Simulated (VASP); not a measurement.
# Rh (Im-3m) in VASP: notebook

The runs below take Rh through single point, with LDA.

All numbers are computed with VASP 6.6.1; they aren't measurements. Logs are shortened: lines on timing, memory, paths and dates and some standing lists are left out, and cuts for length are marked.

## (1) The structure

It takes space group Im-3m (No. 229, cubic). Conventional cell: a = 3.008 Å, b = 3.008 Å, c = 3.008 Å, α = 90.00°, β = 90.00°, γ = 90.00°. Rh (site symmetry m-3m) is surrounded by 8 Rh at 2.61 Å.

This isn't the form of Rh at room conditions, which is fcc.

## (2) Single point, LDA

File INCAR:

```
SYSTEM = Rh
PREC = Accurate
ENCUT = 520
EDIFF = 1E-6
ISMEAR = -1
SIGMA = 0.1
LREAL = .False.
LASPH = .True.
NELM = 60
ALGO = Fast
ISIF = 2
LWAVE = .False.
LCHARG = .False.
GGA = CA
NBANDS = 14
```

File KPOINTS:

```
regular mesh
0
Gamma
  24 24 24
  0 0 0
```

File POSCAR:

```
Rh
1.0
   -1.5041841359      1.5041841359      1.5041841359
    1.5041841359     -1.5041841359      1.5041841359
    1.5041841359      1.5041841359     -1.5041841359
Rh
1
Direct
    0.0000000000      0.0000000000      0.0000000000
```

Potentials or basis: VASP PAW LDA potentials, release 64 (Rh_pv).

On the command line:

```sh
$ cat potpaw_LDA.64/Rh_pv/POTCAR > POTCAR
$ mpirun -np 1 vasp_std > vasp.out
```

OUTCAR:

```text
SYSTEM = Rh
   PREC = Accurate
   ENCUT = 520
   EDIFF = 1E-6
   ISMEAR = -1
   LREAL = .False.
   LASPH = .True.
   NELM = 60
   ISIF = 2
   GGA = CA

 ion  position               nearest neighbor table
   1  0.000  0.000  0.000-

  LATTYP: Found a body centered cubic cell.
 ALAT       =     3.0083682718

  Lattice vectors:

 A1 = (  -1.5041841359,   1.5041841359,   1.5041841359)
 A2 = (   1.5041841359,  -1.5041841359,   1.5041841359)
 A3 = (   1.5041841359,   1.5041841359,  -1.5041841359)

Analysis of symmetry for initial positions (statically):
=====================================================================
 Subroutine PRICEL returns:
 Original cell was already a primitive cell.

 Routine SETGRP: Setting up the symmetry group for a
 body centered cubic supercell.

 Subroutine GETGRP returns: Found 48 space group operations
 (whereof 48 operations were pure point group operations)
 out of a pool of 48 trial point group operations.

The static configuration has the point symmetry O_h .

Analysis of symmetry for dynamics (positions and initial velocities):
=====================================================================
 Subroutine PRICEL returns:
 Original cell was already a primitive cell.

 Routine SETGRP: Setting up the symmetry group for a
 body centered cubic supercell.

 Subroutine GETGRP returns: Found 48 space group operations
 (whereof 48 operations were pure point group operations)
 out of a pool of 48 trial point group operations.

The dynamic configuration has the point symmetry O_h .

 Subroutine INISYM returns: Found 48 space group operations
 (whereof 48 operations are pure point group operations),
 and found     1 'primitive' translations

----------------------------------------------------------------------------------------

                                     Primitive cell

  volume of cell :      13.6133

  direct lattice vectors                    reciprocal lattice vectors
    -1.504184136  1.504184136  1.504184136     0.000000000  0.332406112  0.332406112
     1.504184136 -1.504184136  1.504184136     0.332406112  0.000000000  0.332406112
     1.504184136  1.504184136 -1.504184136     0.332406112  0.332406112  0.000000000

  length of vectors
     2.605323347  2.605323347  2.605323347     0.470093231  0.470093231  0.470093231

  position of ions in fractional coordinates (direct lattice)
     0.000000000  0.000000000  0.000000000

  ion indices of the primitive-cell ions
   primitive index   ion index
                 1           1

----------------------------------------------------------------------------------------

 KPOINTS: regular mesh

Automatic generation of k-mesh.
 Grid dimensions read from file:
 generate k-points for:   24   24   24

 Generating k-lattice:

  Cartesian coordinates                     Fractional coordinates (reciprocal lattice)
     0.000000000  0.013850255  0.013850255     0.041666667  0.000000000  0.000000000
     0.013850255  0.000000000  0.013850255     0.000000000  0.041666667  0.000000000
     0.013850255  0.013850255  0.000000000     0.000000000  0.000000000  0.041666667

  Length of vectors
     0.019587218  0.019587218  0.019587218

  Shift w.r.t. Gamma in fractional coordinates (k-lattice)
     0.000000000  0.000000000  0.000000000

 Subroutine IBZKPT returns following result:
 ===========================================

 Found    413 irreducible k-points:

 Following reciprocal coordinates:
            Coordinates               Weight
  0.000000  0.000000  0.000000      1.000000
  0.041667  0.000000  0.000000     12.000000
  0.083333  0.000000  0.000000     12.000000
  0.125000  0.000000  0.000000     12.000000
  0.166667  0.000000  0.000000     12.000000
  0.208333  0.000000  0.000000     12.000000
[... 16 lines left out ...]
  0.416667  0.041667  0.000000     48.000000
  0.458333  0.041667  0.000000     48.000000
 [... further k-points ...]
   k-points           NKPTS =    413   k-points in BZ     NKDIM =    413   number of bands    NBANDS=     14
   number of dos      NEDOS =    301   number of ions     NIONS =      1
   total plane-waves  NPLWV =   8000
   dimension x,y,z NGX =    20 NGY =   20 NGZ =   20
   dimension x,y,z NGXF=    40 NGYF=   40 NGZF=   40
   ions per type =               1
   NGX,Y,Z   is equivalent  to a cutoff of  12.76, 12.76, 12.76 a.u.
   NGXF,Y,Z  is equivalent  to a cutoff of  25.52, 25.52, 25.52 a.u.
 SYSTEM =  Rh
   PREC   = accura    normal or accurate (medium, high low for compatibility)
   ISTART =      0    job   : 0-new  1-cont  2-samecut
   ICHARG =      2    charge: 1-file 2-atom 10-const
   ISPIN  =      1    spin polarized calculation?
   LNONCOLLINEAR =      F non collinear calculations
   LSORBIT =      F    spin-orbit coupling
   LASPH  =      T    aspherical Exc in radial PAW
   ENCUT  =  520.0 eV  38.22 Ry    6.18 a.u.   4.84  4.84  4.84*2*pi/ulx,y,z
   NELM   =     60;   NELMIN=  2; NELMDL= -5     # of ELM steps
   EDIFF  = 0.1E-05   stopping-criterion for ELM
   LREAL  =      F    real-space projection
   EDIFFG = 0.1E-04   stopping-criterion for IOM
   NSW    =      0    number of steps for IOM
   IBRION =     -1    ionic relax: 0-MD 1-quasi-New 2-CG
   NFREE  =      0    steps in history (QN), initial steepest desc. (CG)
   ISIF   =      2    stress and relaxation
   ISYM   =      2    0-nonsym 1-usesym 2-fastsym
   POTIM  = 0.5000    time-step for ionic-motion
   TEBEG  =    0.0;   TEEND  =   0.0 temperature during run
   PSTRESS=    0.0 pullay stress
   NELECT =      15.0000    total number of electrons
   NUPDOWN=      -1.0000    fix difference up-down
   EMIN   =  10.00;   EMAX   =-10.00  energy-range for DOS
   EFERMI =   0.00;   METHOD = LEGACY
   ISMEAR =    -1;   SIGMA  =   0.10  broadening in eV -4-tet -1-fermi 0-gaus
   EFERMI_NEDOS =   21; number of points for ismear=-14 and -15
   IALGO  =     68    algorithm
   IMIX   =      4    mixing-type and parameters
     AMIX     =   0.40;   BMIX     =  1.00
     AMIX_MAG =   1.60;   BMIX_MAG =  1.00
  volume/ion in A,a.u.               =      13.61        91.87
  Fermi-wavevector in a.u.,A,eV,Ry     =   1.690899  3.195335 38.900938  2.859138
  Thomas-Fermi vector in A             =   2.772763
   LORBIT       =      0    0 simple, 1 ext, 2 COOP (PROOUT), +10 PAW based schemes
   GGA     = CA    functional components
   LHFCALC =     F    Hartree Fock is set to
   AEXX    =    0.0000 exact exchange contribution
   IVDW    =     0    specifies the selected vdW correction
   LEPSILON=     F    determine dielectric tensor
   LRPA    =     F    only Hartree local field effects (RPA)
 non-spin polarized calculation
 RMM-DIIS sequential band-by-band and
  energy-cutoff  :      520.00
  volume of cell :       13.61
 maximum number of plane-waves:       380
   NGX =  9   NGY =  9   NGZ =  9

 number of electron      14.9999994 magnetization

 Free energy of the ion-electron system (eV)
  ---------------------------------------------------
  ext. energy  EPLUGINS =         0.00000000
  ---------------------------------------------------
  free energy    TOTEN  =        -8.31911508 eV

  energy without entropy =       -8.24682271  energy(sigma->0) =       -8.28296890

 E-fermi :  11.7301     XC(G=0): -14.4008

 val. band max:       11.7283111888   @ k =  -0.1667   0.2083   0.0833
 cond. band min:      11.7309525444   @ k =  -0.3750  -0.3750   0.1250
 fundamental gap:      0.0026413556
 Fermi energy:        11.7301353438

 k-point     1 :       0.0000    0.0000    0.0000
  band No.  band energies     occupation
      1     -34.1276      2.00000
      2     -34.1276      2.00000
      3     -34.1276      2.00000
      4       3.7926      2.00000
      5       8.6627      2.00000
      6       8.6627      2.00000
      7       8.6627      2.00000
      8      11.2469      1.98419
      9      11.2469      1.98419
     10      30.1673      0.00000
     11      30.1673      0.00000
     12      30.1673      0.00000
     13      32.5181      0.00000
     14      40.6360      0.00000

 k-point     2 :       0.0417    0.0000    0.0000
  band No.  band energies     occupation
      1     -34.1416      2.00000
      2     -34.1322      2.00000
      3     -34.1276      2.00000
      4       3.8681      2.00000
      5       8.6312      2.00000
      6       8.6624      2.00000
      7       8.7238      2.00000
      8      11.2056      1.98951
      9      11.2489      1.98387
     10      30.2028      0.00000
     11      30.2178      0.00000
     12      30.2775      0.00000
     13      32.5180      0.00000
     14      39.8722      0.00000

 k-point     3 :       0.0833    0.0000    0.0000
  band No.  band energies     occupation
      1     -34.1825      2.00000
      2     -34.1456      2.00000
      3     -34.1277      2.00000
      4       4.0894      2.00000
      5       8.5400      2.00000
      6       8.6590      2.00000
      7       8.9052      2.00000
      8      11.0967      1.99646
      9      11.2555      1.98278
     10      30.2833      0.00000
     11      30.3251      0.00000
     12      30.6031      0.00000
     13      32.5178      0.00000
     14      38.6259      0.00000
[... 324 lines left out ...]
 k-point    23 :       0.4167    0.0417    0.0000
  band No.  band energies     occupation
      1     -34.8833      2.00000
      2     -34.3852      2.00000
      3     -34.1340      2.00000
      4       5.7323      2.00000
      5       7.1444      2.00000
      6      11.0674      1.99736
      7      11.4179      1.91565
      8      12.2603      0.00992
      9      13.5573      0.00000
     10      22.1004      0.00000
     11      26.5692      0.00000
     12      30.6045      0.00000
     13      32.5192      0.00000
     14      37.5359      0.00000

 k-point    24 :       0.4583    0.0417    0.0000
  band No.  band energies     occupation
      1     -34.9084      2.00000
      2     -34.3943      2.00000
      3     -34.1340      2.00000
      4       5.6791      2.00000
      5       7.0983      2.00000
      6      11.1586      1.99343
      7      11.4512      1.88420
      8      12.6084      0.00031
      9      13.9047      0.00000
     10      21.4111      0.00000
     11      26.3768      0.00000
     12      30.2064      0.00000
     13      32.5192      0.00000
     14      37.9675      0.00000

 [... further k-points ...]

------------------------ aborting loop because EDIFF is reached ----------------------------------------

  FORCE on cell =-STRESS in cart. coord.  units (eV):
  Direction    XX          YY          ZZ          XY          YZ          ZX
  --------------------------------------------------------------------------------------
  -------------------------------------------------------------------------------------
  Total        0.0543543      0.0543543      0.0543543      0.0000000      0.0000000      0.0000000
  in kB        6.3970810      6.3970810      6.3970810      0.0000000      0.0000000      0.0000000
  external PRESSURE =       6.3970810 kB  Pullay stress =       0.0000000 kB

 VOLUME and BASIS-vectors are now :
 -----------------------------------------------------------------------------
  energy-cutoff  :      520.00
  volume of cell :       13.61
      direct lattice vectors                 reciprocal lattice vectors
    -1.504184136  1.504184136  1.504184136     0.000000000  0.332406112  0.332406112
     1.504184136 -1.504184136  1.504184136     0.332406112  0.000000000  0.332406112
     1.504184136  1.504184136 -1.504184136     0.332406112  0.332406112  0.000000000

 POSITION                                       TOTAL-FORCE (eV/Angst)
 -----------------------------------------------------------------------------------
      0.00000      0.00000      0.00000        -0.000000     -0.000000     -0.000000
 -----------------------------------------------------------------------------------
    total drift:                                0.000000      0.000000      0.000000

  FREE ENERGIE OF THE ION-ELECTRON SYSTEM (eV)
  ---------------------------------------------------
  free  energy   TOTEN  =        -8.3191150832 eV

  energy  without entropy=       -8.2468227112  energy(sigma->0) =       -8.28296890
```

It took 55 s on 1 thread of Intel Xeon Platinum 8488C (Sapphire Rapids), shared host; peak memory 0.17 GiB.

What came out:

```yaml
Free_energy: -8.3191 eV
Pressure: 0.6 GPa
Band_gap_on_the_k_mesh: none (metal or under the smearing width)
```

Levels at points of the mesh, in eV from the Fermi level:
| k point | band 3 | band 4 | band 5 | band 6 | band 7 | band 8 | band 9 | band 10 | band 11 | band 12 |
| --- | --- | --- | --- | --- | --- | --- | --- | --- | --- | --- |
| (0.00, 0.00, 0.00) | -45.86 | -7.94 | -3.07 | -3.07 | -3.07 | -0.48 | -0.48 | 18.44 | 18.44 | 18.44 |
| (0.50, 0.00, 0.00) | -45.86 | -6.10 | -4.65 | -0.55 | -0.11 | 1.26 | 1.68 | 9.60 | 14.59 | 18.63 |
| (0.50, 0.50, 0.50) | -46.42 | -6.11 | -6.11 | 1.14 | 1.14 | 1.14 | 9.51 | 9.51 | 9.51 | 19.67 |

## (3) Single point, LDA, non-collinear spin, zero start, spin-orbit coupling

File INCAR:

```
SYSTEM = Rh
ALGO = Fast
EDIFF = 1E-6
ENCUT = 520
GGA = CA
GGA_COMPAT = .False.
ISIF = 2
ISMEAR = -1
LASPH = .True.
LCHARG = .False.
LMAXMIX = 4
LORBIT = 11
LORBMOM = .True.
LREAL = .False.
LSORBIT = .True.
LWAVE = .False.
MAGMOM = 0 0 0
NBANDS = 26
NELM = 150
PREC = Accurate
SIGMA = 0.1
```

File KPOINTS:

```
k-points
0
Gamma
  15 15 15
  0 0 0
```

POSCAR is that of step 2.

Potentials or basis: VASP PAW LDA potentials, release 64 (Rh_pv).

On the command line:

```sh
$ cat potpaw_LDA.64/Rh_pv/POTCAR > POTCAR
$ mpirun -np 1 vasp_ncl > vasp.out
```

Run time: 50 s. Hardware: 1 thread of Intel Xeon Platinum 8488C (Sapphire Rapids), shared host; peak memory 0.18 GiB.

The run converged. Its results:

* Free energy: -8.4832 eV
* Pressure: 1.2 GPa
* Net moment: 0.00 μB per cell
* Valence electrons inside the program's atomic spheres: Rh 13.83

Moments on the atoms (μB; x, y, z):
```
Rh  0.00 0.00 0.00
```

## (4) Single point, LDA

This run uses another cell than the first one, of 14.70 Å³/atom, 1.080 times its volume.

File INCAR:

```
SYSTEM = Rh
ALGO = Normal
EDIFF = 1E-6
ENCUT = 520
GGA = CA
ISIF = 2
ISMEAR = -1
LASPH = .True.
LCHARG = .True.
LELF = .True.
LREAL = .False.
LVHAR = .True.
LWAVE = .False.
NBANDS = 14
NELM = 100
PREC = Accurate
SIGMA = 0.1
```

File KPOINTS:

```
k-points
0
Gamma
  16 16 16
  0 0 0
```

File POSCAR:

```
Rh
1.0
   -1.5432712150      1.5432712150      1.5432712150
    1.5432712150     -1.5432712150      1.5432712150
    1.5432712150      1.5432712150     -1.5432712150
Rh
1
Direct
    0.0000000000      0.0000000000      0.0000000000
```

On the command line:

```sh
$ cat potpaw_LDA.64/Rh_pv/POTCAR > POTCAR
$ mpirun -np 1 vasp_std > vasp.out
```

Run time: 12 s. Hardware: 1 thread of Intel Xeon Platinum 8488C (Sapphire Rapids), shared host; peak memory 0.14 GiB.

Results (log left out):

- Free energy: -8.2585 eV
- Pressure: -17.6 GPa
- Band gap on the k mesh: none (metal or under the smearing width)

Levels at points of the mesh, in eV from the Fermi level:
| k point | band 6 | band 7 | band 8 | band 9 | band 10 | band 11 |
| --- | --- | --- | --- | --- | --- | --- |
| (0.00, 0.00, 0.00) | -2.73 | -2.73 | -0.41 | -0.41 | 18.34 | 18.34 |
| (0.50, 0.00, 0.00) | -0.49 | -0.10 | 1.31 | 1.48 | 8.77 | 14.46 |
| (0.50, 0.50, 0.50) | 1.01 | 1.01 | 1.01 | 9.14 | 9.14 | 9.14 |

Caveat: so large a pressure means that the cell lies far from this level's equilibrium, or that cutoff or potentials fall short.

## (5) Summary

| spin | cell | k mesh | gap on the mesh (eV) | pressure (GPa) |
| --- | --- | --- | --- | --- |
| off | Im-3m, 13.61 Å³/atom | 24 × 24 × 24 | none | 0.6 |
| non-collinear, zero start, SOC | Im-3m, 13.61 Å³/atom | 15 × 15 × 15 | - | 1.2 |
| off | Im-3m, 14.7 Å³/atom | 16 × 16 × 16 | none | -17.6 |

Alike in all rows: task single point; level LDA; potentials or basis VASP PAW LDA potentials, release 64 (Rh_pv); cutoff (eV) 520; smearing fermi-dirac 0.1 eV.

Caveats: so large a pressure means that the cell lies far from this level's equilibrium, or that cutoff or potentials fall short (some runs).

Absolute energies hang on the potentials; compare differences alone.
